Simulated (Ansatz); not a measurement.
Runs of Ansatz 0.2.0 on GaN. It takes space group P6_3mc (No. 186, hexagonal). Conventional cell: a = 3.180 Å, b = 3.180 Å, c = 5.166 Å, α = 90.00°, β = 90.00°, γ = 120.00°. Ga (site symmetry 3m) is surrounded by 4 N at 1.94 to 1.95 Å. N (site symmetry 3m) is surrounded by 4 Ga at 1.94 to 1.95 Å. 

| task | level | potentials or basis | k mesh | cutoff (eV) | smearing | V0 of scaled cells (Å³/atom) | B0 (GPa) |
| --- | --- | --- | --- | --- | --- | --- | --- |
| equation of state | PBEsol | PseudoDojo PBEsol stringent | 10 × 10 × 5 | 1551 | fermi-dirac 0.05 eV | (c) | 189 |
| equation of state | BPBE | Ansatz PAW | 10 × 10 × 5 | 420 | fermi-dirac 0.05 eV | (a) | 173 |
| equation of state | r2SCAN+rVV10 | Ansatz PAW | 10 × 10 × 5 | 500 | fermi-dirac 0.05 eV | 11.30 | 200 |
| equation of state | revPBE+D4 | Ansatz PAW | 10 × 10 × 5 | 420 | fermi-dirac 0.05 eV | (b) | 188 |

Alike in all rows: no spin polarisation; cell as given.

Problem. Estimate the missing entries.

Solution. (a) 11.73; (b) 11.23; (c) 11.36.

Caveats: the cell was scaled at fixed shape and fractional positions, which overstates the stiffness of a crystal with free parameters, most of all of layers and chains; the potentials were made for another functional, which shifts forces and pressure (some runs); the PAW data sets were made with another functional, which shifts forces and pressure a little (some runs).

Runs at the PBE level aren't shown here.
